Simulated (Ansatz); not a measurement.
**Stability checks on a candidate for AlNi3**

It was relaxed at this level from a Materials Project cell.

Theory: DFT PBE, scalar-relativistic, plane waves, PAW in Ansatz 0.2.0. Settings of the last relaxation (4-atom cell): 420 eV, 14×14×14 k points, Gaussian smearing of 0.10 eV, collinear spin.

```yaml
crystal:
  lattice:
    - [3.56676, 0.00000, 0.00000]
    - [0.00000, 3.56676, 0.00000]
    - [0.00000, 0.00000, 3.56676]
  atoms:
    - { symbol: Al, position: [0.00000, 0.00000, 0.00000] }
    - { symbol: Ni, position: [0.00000, 0.50000, 0.50000] }
    - { symbol: Ni, position: [0.50000, 0.00000, 0.50000] }
    - { symbol: Ni, position: [0.50000, 0.50000, 0.00000] }
```

The zero of energy is the elements' standard structures at the same level; no fitted shifts are applied.

Q: These tests were run: energy against the elements; phonons at Γ. What do they show?

A:

```
                       test                        result
energy against the elements                 −0.43 eV/atom
               phonons at Γ  lowest optical mode 201 cm⁻¹
```

It fails none of these tests. Competing phases weren't compared here. Phonons away from Γ weren't computed.

Another magnetic order may lie lower. The run for the phonons used a 14×14×14 k mesh and Gaussian smearing of 0.20 eV. The cell carries site moments Ni -0.3 (×3) μB.
